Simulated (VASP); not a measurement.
# Pt (P6_3/mmc) in VASP: further runs

One crystal, Pt, is run at these levels: PBEsol, r2SCAN; tasks: single point.

All numbers are computed with VASP 6.6.1; they aren't measurements. Logs are shortened: lines on timing, memory, paths and dates and some standing lists are left out, and cuts for length are marked.

**1. The structure**

Symmetry: P6_3/mmc, No. 194, hexagonal system. Conventional cell: a = 2.725 Å, b = 2.725 Å, c = 4.701 Å, α = 90.00°, β = 90.00°, γ = 120.00°. Pt (site symmetry -6m2) has 12 Pt at 2.73 to 2.83 Å as nearest neighbours.

This isn't the form of Pt at room conditions, which is fcc.

**2. Single point, PBEsol**

The input, INCAR:

```
ALGO     = Normal         # electronic algorithm
EDIFF    = 1E-7           # SCF threshold, eV
ENCUT    = 900            # plane-wave cutoff, eV
GGA      = PS             # functional
ISIF     = 2              # what is computed and relaxed
ISMEAR   = 0              # smearing method
LASPH    = True           # aspherical terms in the spheres
LCHARG   = False          # write CHGCAR
LREAL    = False          # projectors in reciprocal space
LWAVE    = False          # write WAVECAR
NBANDS   = 17             # bands
NELM     = 80             # most SCF steps
PREC     = Accurate       # precision mode
SIGMA    = 0.1            # smearing width, eV
```

The input, KPOINTS:

```
k-points
0
Gamma
  18 18 10
```

The input, POSCAR:

```
Pt
1.0
    2.7252600000      0.0000000000      0.0000000000
   -1.3626300000      2.3601500000      0.0000000000
    0.0000000000      0.0000000000      4.7007800000
Pt
2
Direct
    0.3333300000      0.6666700000      0.2500000000
    0.6666700000      0.3333300000      0.7500000000
```

Potentials or basis: VASP PAW PBE potentials, release 64 (Pt).

Launch:

```console
$ cat potpaw_PBE.64/Pt/POTCAR > POTCAR
$ mpirun -np 1 vasp_std > vasp.out
```

OUTCAR:

```text
EDIFF = 1E-7
   ENCUT = 900
   GGA = PS
   ISIF = 2
   ISMEAR = 0
   LASPH = True
   LREAL = False
   NELM = 80
   PREC = Accurate

 ion  position               nearest neighbor table
   1  0.333  0.667  0.250-   2 2.83   2 2.83   2 2.83   2 2.83   2 2.83   2 2.83
   2  0.667  0.333  0.750-   1 2.83   1 2.83   1 2.83   1 2.83   1 2.83   1 2.83

  LATTYP: Found a hexagonal cell.
 ALAT       =     2.7252600000
 C/A-ratio  =     1.7248923039

  Lattice vectors:

 A1 = (   2.7252600000,   0.0000000000,   0.0000000000)
 A2 = (  -1.3626300000,   2.3601500000,   0.0000000000)
 A3 = (   0.0000000000,   0.0000000000,   4.7007800000)

Analysis of symmetry for initial positions (statically):
=====================================================================
 Subroutine PRICEL returns:
 Original cell was already a primitive cell.

 Routine SETGRP: Setting up the symmetry group for a
 hexagonal supercell.

 Subroutine GETGRP returns: Found  8 space group operations
 (whereof  4 operations were pure point group operations)
 out of a pool of 24 trial point group operations.

The static configuration has the point symmetry C_2h.
 The point group associated with its full space group is D_2h.

Analysis of symmetry for dynamics (positions and initial velocities):
=====================================================================
 Subroutine PRICEL returns:
 Original cell was already a primitive cell.

 Routine SETGRP: Setting up the symmetry group for a
 hexagonal supercell.

 Subroutine GETGRP returns: Found  8 space group operations
 (whereof  4 operations were pure point group operations)
 out of a pool of 24 trial point group operations.

The dynamic configuration has the point symmetry C_2h.
 The point group associated with its full space group is D_2h.

 Subroutine INISYM returns: Found  8 space group operations
 (whereof  4 operations are pure point group operations),
 and found     1 'primitive' translations

----------------------------------------------------------------------------------------

                                     Primitive cell

  volume of cell :      30.2355

  direct lattice vectors                    reciprocal lattice vectors
     2.725260000  0.000000000  0.000000000     0.366937467  0.211850942  0.000000000
    -1.362630000  2.360150000  0.000000000     0.000000000  0.423701883  0.000000000
     0.000000000  0.000000000  4.700780000     0.000000000  0.000000000  0.212730653

  length of vectors
     2.725260000  2.725264857  4.700780000     0.423702638  0.423701883  0.212730653

  position of ions in fractional coordinates (direct lattice)
     0.333330000  0.666670000  0.250000000
     0.666670000  0.333330000  0.750000000

  ion indices of the primitive-cell ions
   primitive index   ion index
                 1           1
                 2           2

----------------------------------------------------------------------------------------

 KPOINTS: k-points

Automatic generation of k-mesh.
 Grid dimensions read from file:
 generate k-points for:   18   18   10

 Generating k-lattice:

  Cartesian coordinates                     Fractional coordinates (reciprocal lattice)
     0.020385415  0.011769497  0.000000000     0.055555556  0.000000000  0.000000000
     0.000000000  0.023538994  0.000000000     0.000000000  0.055555556  0.000000000
     0.000000000  0.000000000  0.021273065     0.000000000  0.000000000  0.100000000

  Length of vectors
     0.023539035  0.023538994  0.021273065

  Shift w.r.t. Gamma in fractional coordinates (k-lattice)
     0.000000000  0.000000000  0.000000000

 Subroutine IBZKPT returns following result:
 ===========================================

 Found    546 irreducible k-points:

 Following reciprocal coordinates:
            Coordinates               Weight
  0.000000  0.000000  0.000000      1.000000
  0.055556 -0.000000  0.000000      4.000000
 -0.055556  0.055556  0.000000      2.000000
  0.111111 -0.000000  0.000000      4.000000
 -0.111111  0.111111  0.000000      2.000000
  0.166667  0.000000  0.000000      4.000000
[... 16 lines left out ...]
 -0.055556  0.166667  0.000000      4.000000
 -0.166667  0.111111  0.000000      4.000000
 [... further k-points ...]
   k-points           NKPTS =    546   k-points in BZ     NKDIM =    546   number of bands    NBANDS=     17
   number of dos      NEDOS =    301   number of ions     NIONS =      2
   total plane-waves  NPLWV =  37632
   dimension x,y,z NGX =    28 NGY =   28 NGZ =   48
   dimension x,y,z NGXF=    56 NGYF=   56 NGZF=   96
   ions per type =               2
   NGX,Y,Z   is equivalent  to a cutoff of  17.08, 17.08, 16.98 a.u.
   NGXF,Y,Z  is equivalent  to a cutoff of  34.16, 34.16, 33.95 a.u.
 SYSTEM =  unknown system
   PREC   = accura    normal or accurate (medium, high low for compatibility)
   ISTART =      0    job   : 0-new  1-cont  2-samecut
   ICHARG =      2    charge: 1-file 2-atom 10-const
   ISPIN  =      1    spin polarized calculation?
   LNONCOLLINEAR =      F non collinear calculations
   LSORBIT =      F    spin-orbit coupling
   LASPH  =      T    aspherical Exc in radial PAW
   ENCUT  =  900.0 eV  66.15 Ry    8.13 a.u.   6.67  6.67 11.50*2*pi/ulx,y,z
   NELM   =     80;   NELMIN=  2; NELMDL= -5     # of ELM steps
   EDIFF  = 0.1E-06   stopping-criterion for ELM
   LREAL  =      F    real-space projection
   EDIFFG = 0.1E-05   stopping-criterion for IOM
   NSW    =      0    number of steps for IOM
   IBRION =     -1    ionic relax: 0-MD 1-quasi-New 2-CG
   NFREE  =      0    steps in history (QN), initial steepest desc. (CG)
   ISIF   =      2    stress and relaxation
   ISYM   =      2    0-nonsym 1-usesym 2-fastsym
   POTIM  = 0.5000    time-step for ionic-motion
   TEBEG  =    0.0;   TEEND  =   0.0 temperature during run
   PSTRESS=    0.0 pullay stress
   NELECT =      20.0000    total number of electrons
   NUPDOWN=      -1.0000    fix difference up-down
   EMIN   =  10.00;   EMAX   =-10.00  energy-range for DOS
   EFERMI =   0.00;   METHOD = LEGACY
   ISMEAR =     0;   SIGMA  =   0.10  broadening in eV -4-tet -1-fermi 0-gaus
   EFERMI_NEDOS =   21; number of points for ismear=-14 and -15
   IALGO  =     38    algorithm
   IMIX   =      4    mixing-type and parameters
     AMIX     =   0.40;   BMIX     =  1.00
     AMIX_MAG =   1.60;   BMIX_MAG =  1.00
  volume/ion in A,a.u.               =      15.12       102.02
  Fermi-wavevector in a.u.,A,eV,Ry     =   1.426414  2.695532 27.683198  2.034658
  Thomas-Fermi vector in A             =   2.546694
   LORBIT       =      0    0 simple, 1 ext, 2 COOP (PROOUT), +10 PAW based schemes
   GGA     = PS    functional components
   LHFCALC =     F    Hartree Fock is set to
   AEXX    =    0.0000 exact exchange contribution
   IVDW    =     0    specifies the selected vdW correction
   LEPSILON=     F    determine dielectric tensor
   LRPA    =     F    only Hartree local field effects (RPA)
 non-spin polarized calculation
 Gauss-broadening in eV      SIGMA  =   0.10
  energy-cutoff  :      900.00
  volume of cell :       30.24
 maximum number of plane-waves:      1882
   NGX = 13   NGY = 13   NGZ = 23

 number of electron      20.0000000 magnetization

 Free energy of the ion-electron system (eV)
  ---------------------------------------------------
  ext. energy  EPLUGINS =         0.00000000
  ---------------------------------------------------
  free energy    TOTEN  =       -13.80827950 eV

  energy without entropy =      -13.78939718  energy(sigma->0) =      -13.79883834

 E-fermi :  11.0194     XC(G=0): -13.6094

 val. band max:       11.0193514306   @ k =  -0.1667  -0.4444   0.1000
 cond. band min:      11.0193965080   @ k =   0.4444   0.3889   0.1000
 fundamental gap:      0.0000450774
 Fermi energy:        11.0193771760

 k-point     1 :       0.0000    0.0000    0.0000
  band No.  band energies     occupation
      1       0.7774      2.00000
      2       3.5093      2.00000
      3       6.8314      2.00000
      4       7.3446      2.00000
      5       7.3446      2.00000
      6       7.7506      2.00000
[... 9 lines left out ...]
     16      28.3082      0.00000
     17      32.4299      0.00000

 k-point     2 :       0.0556   -0.0000    0.0000
  band No.  band energies     occupation
      1       0.8941      2.00000
      2       3.6174      2.00000
      3       6.8161      2.00000
      4       7.3416      2.00000
      5       7.4356      2.00000
      6       7.6902      2.00000
[... 9 lines left out ...]
     16      28.4799      0.00000
     17      31.6968      0.00000

 k-point     3 :      -0.0556    0.0556    0.0000
  band No.  band energies     occupation
      1       0.8941      2.00000
      2       3.6174      2.00000
      3       6.8161      2.00000
      4       7.3416      2.00000
      5       7.4356      2.00000
      6       7.6901      2.00000
[... 9 lines left out ...]
     16      28.4799      0.00000
     17      31.7109      0.00000

 k-point     4 :       0.1111   -0.0000    0.0000
  band No.  band energies     occupation
      1       1.2351      2.00000
      2       3.9224      2.00000
      3       6.7125      2.00000
      4       7.3702      2.00000
      5       7.5804      2.00000
      6       7.7043      2.00000
[... 9 lines left out ...]
     16      28.7657      0.00000
     17      30.5367      0.00000

 k-point     5 :      -0.1111    0.1111    0.0000
  band No.  band energies     occupation
      1       1.2351      2.00000
      2       3.9224      2.00000
      3       6.7125      2.00000
      4       7.3703      2.00000
      5       7.5803      2.00000
      6       7.7043      2.00000
[... 9 lines left out ...]
     16      28.7656      0.00000
     17      30.6316      0.00000

 k-point     6 :       0.1667    0.0000    0.0000
  band No.  band energies     occupation
      1       1.7715      2.00000
      2       4.3489      2.00000
      3       6.5383      2.00000
      4       7.2067      2.00000
      5       7.4255      2.00000
      6       7.7846      2.00000
[... 9 lines left out ...]
     16      28.7686      0.00000
     17      29.2416      0.00000

 k-point     7 :      -0.1667    0.1667    0.0000
  band No.  band energies     occupation
      1       1.7715      2.00000
      2       4.3489      2.00000
      3       6.5384      2.00000
      4       7.2067      2.00000
      5       7.4255      2.00000
      6       7.7846      2.00000
[... 9 lines left out ...]
     16      28.7685      0.00000
     17      29.2423      0.00000

 k-point     8 :       0.2222   -0.0000    0.0000
  band No.  band energies     occupation
      1       2.4445      2.00000
      2       4.7057      2.00000
      3       6.4990      2.00000
      4       6.6872      2.00000
      5       6.9921      2.00000
      6       8.2479      2.00000
[... 9 lines left out ...]
     16      27.8243      0.00000
     17      29.4834      0.00000
[... 203 lines left out ...]
      1       4.1576      2.00000
      2       4.2578      2.00000
      3       4.9211      2.00000
      4       7.4269      2.00000
      5       7.6310      2.00000
      6       7.8832      2.00000
[... 9 lines left out ...]
     16      23.0783      0.00000
     17      24.4496      0.00000

 k-point    20 :       0.0556    0.0556    0.0000
  band No.  band energies     occupation
      1       1.1231      2.00000
      2       3.8251      2.00000
      3       6.7498      2.00000
      4       7.3744      2.00000
      5       7.5737      2.00000
      6       7.6227      2.00000
[... 9 lines left out ...]
     16      28.7111      0.00000
     17      30.7254      0.00000

 k-point    21 :      -0.0556    0.1111    0.0000
  band No.  band energies     occupation
      1       1.1231      2.00000
      2       3.8251      2.00000
      3       6.7498      2.00000
      4       7.3744      2.00000
      5       7.5736      2.00000
      6       7.6226      2.00000
[... 9 lines left out ...]
     16      28.7111      0.00000
     17      30.7325      0.00000

 k-point    22 :       0.1111    0.0556    0.0000
  band No.  band energies     occupation
      1       1.5639      2.00000
      2       4.2021      2.00000
      3       6.5760      2.00000
      4       7.3397      2.00000
      5       7.5696      2.00000
      6       7.7460      2.00000
[... 9 lines left out ...]
     16      28.3288      0.00000
     17      29.8591      0.00000

 k-point    23 :      -0.0556    0.1667    0.0000
  band No.  band energies     occupation
      1       1.5639      2.00000
      2       4.2021      2.00000
      3       6.5760      2.00000
      4       7.3396      2.00000
      5       7.5696      2.00000
      6       7.7460      2.00000
[... 9 lines left out ...]
     16      28.3288      0.00000
     17      29.8668      0.00000

 k-point    24 :      -0.1667    0.1111    0.0000
  band No.  band energies     occupation
      1       1.5639      2.00000
      2       4.2021      2.00000
      3       6.5760      2.00000
      4       7.3397      2.00000
      5       7.5696      2.00000
      6       7.7459      2.00000
[... 9 lines left out ...]
     16      28.3288      0.00000
     17      29.8671      0.00000

 [... further k-points ...]

------------------------ aborting loop because EDIFF is reached ----------------------------------------

  FORCE on cell =-STRESS in cart. coord.  units (eV):
  Direction    XX          YY          ZZ          XY          YZ          ZX
  --------------------------------------------------------------------------------------
  -------------------------------------------------------------------------------------
  Total        0.0118269      0.0106122      0.0174384     -0.0010520      0.0000000     -0.0000000
  in kB        0.6267051      0.5623415      0.9240573     -0.0557430      0.0000000     -0.0000000
  external PRESSURE =       0.7043680 kB  Pullay stress =       0.0000000 kB

 VOLUME and BASIS-vectors are now :
 -----------------------------------------------------------------------------
  energy-cutoff  :      900.00
  volume of cell :       30.24
      direct lattice vectors                 reciprocal lattice vectors
     2.725260000  0.000000000  0.000000000     0.366937467  0.211850942  0.000000000
    -1.362630000  2.360150000  0.000000000     0.000000000  0.423701883  0.000000000
     0.000000000  0.000000000  4.700780000     0.000000000  0.000000000  0.212730653

 POSITION                                       TOTAL-FORCE (eV/Angst)
 -----------------------------------------------------------------------------------
     -0.00001      1.57344      1.17519        -0.000007      0.000004     -0.000000
      1.36264      0.78671      3.52558         0.000007     -0.000004      0.000000
 -----------------------------------------------------------------------------------
    total drift:                                0.000000      0.000000      0.000000

  FREE ENERGIE OF THE ION-ELECTRON SYSTEM (eV)
  ---------------------------------------------------
  free  energy   TOTEN  =       -13.8082795014 eV

  energy  without entropy=      -13.7893971793  energy(sigma->0) =      -13.79883834
```

Run time: 6 min. Hardware: 1 thread of Intel Xeon Platinum 8488C (Sapphire Rapids), shared host; peak memory 0.61 GiB.

Results:

```yaml
Free_energy: -13.8083 eV
Pressure: 0.1 GPa
Band_gap_on_the_k_mesh: none (metal or under the smearing width)
```

Levels at points of the mesh, in eV from the Fermi level:
```
           k point  band 8  band 9  band 10  band 11  band 12  band 13
(0.00, 0.00, 0.00)   -1.97   -1.97    -0.94    -0.23    -0.23     5.02
(0.50, 0.00, 0.00)    0.05    0.30     0.52     2.32     3.84     7.45
(0.50, 0.50, 0.00)    0.05    0.30     0.52     2.32     3.84     7.45
(0.00, 0.00, 0.50)   -3.67   -0.85    -0.85    -0.85    -0.85    12.31
(0.50, 0.00, 0.50)   -0.97    0.43     0.43     1.65     1.65     6.73
(0.50, 0.50, 0.50)   -0.97    0.43     0.43     1.65     1.65     6.73
```

Caveat: the PAW data sets were made with another functional, which shifts forces and pressure a little. The run has no spin-orbit coupling, so splittings on Pt are missing.

**3. Single point, r2SCAN**

Changes to INCAR since step 2:

```diff
@@ -2,4 +2,3 @@
 EDIFF    = 1E-7           # SCF threshold, eV
-ENCUT    = 900            # plane-wave cutoff, eV
-GGA      = PS             # functional
+ENCUT    = 520            # plane-wave cutoff, eV
 ISIF     = 2              # what is computed and relaxed
@@ -8,4 +7,6 @@
 LCHARG   = False          # write CHGCAR
+LMIXTAU  = True         
 LREAL    = False          # projectors in reciprocal space
 LWAVE    = False          # write WAVECAR
+METAGGA  = R2SCAN         # meta-GGA
 NBANDS   = 17             # bands
```

KPOINTS is that of step 2.

POSCAR is that of step 2.

Potentials or basis: VASP PAW PBE potentials, release 64 (Pt).

Launch:

```console
$ cat potpaw_PBE.64/Pt/POTCAR > POTCAR
$ mpirun -np 1 vasp_std > vasp.out
```

OUTCAR:

```text
EDIFF = 1E-7
   ENCUT = 520
   ISIF = 2
   ISMEAR = 0
   LASPH = True
   LREAL = False
   METAGGA = R2SCAN
   NELM = 80
   PREC = Accurate

 ion  position               nearest neighbor table
   1  0.333  0.667  0.250-   2 2.83   2 2.83   2 2.83   2 2.83   2 2.83   2 2.83
   2  0.667  0.333  0.750-   1 2.83   1 2.83   1 2.83   1 2.83   1 2.83   1 2.83

  LATTYP: Found a hexagonal cell.
 ALAT       =     2.7252600000
 C/A-ratio  =     1.7248923039

  Lattice vectors:

[... 668 lines left out ...]
 [... further k-points ...]

------------------------ aborting loop because EDIFF is reached ----------------------------------------

  FORCE on cell =-STRESS in cart. coord.  units (eV):
  Direction    XX          YY          ZZ          XY          YZ          ZX
  --------------------------------------------------------------------------------------
  -------------------------------------------------------------------------------------
  Total        1.0236825      1.0237065      1.3001046      0.0000166      0.0000000      0.0000000
  in kB       54.2448348     54.2461063     68.8924144      0.0008779      0.0000000      0.0000000
  external PRESSURE =      59.1277852 kB  Pullay stress =       0.0000000 kB

 VOLUME and BASIS-vectors are now :
 -----------------------------------------------------------------------------
  energy-cutoff  :      520.00
  volume of cell :       30.24
      direct lattice vectors                 reciprocal lattice vectors
     2.725260000  0.000000000  0.000000000     0.366937467  0.211850942  0.000000000
    -1.362630000  2.360150000  0.000000000     0.000000000  0.423701883  0.000000000
     0.000000000  0.000000000  4.700780000     0.000000000  0.000000000  0.212730653

 POSITION                                       TOTAL-FORCE (eV/Angst)
 -----------------------------------------------------------------------------------
     -0.00001      1.57344      1.17519        -0.000015      0.000009      0.000000
      1.36264      0.78671      3.52558         0.000015     -0.000009     -0.000000
 -----------------------------------------------------------------------------------
    total drift:                                0.000000      0.000000      0.000000

  FREE ENERGIE OF THE ION-ELECTRON SYSTEM (eV)
  ---------------------------------------------------
  free  energy   TOTEN  =      -102.8735318325 eV

  energy  without entropy=     -102.8569881671  energy(sigma->0) =     -102.86526000
```

Run time: 15 min. Hardware: 1 thread of Intel Xeon Platinum 8488C (Sapphire Rapids), shared host; peak memory 0.34 GiB.

What came out:

```yaml
Free_energy: -102.8735 eV
Pressure: 5.9 GPa
Band_gap_on_the_k_mesh: none (metal or under the smearing width)
```

Caveat: the PAW data sets were made with another functional, which shifts forces and pressure a little.
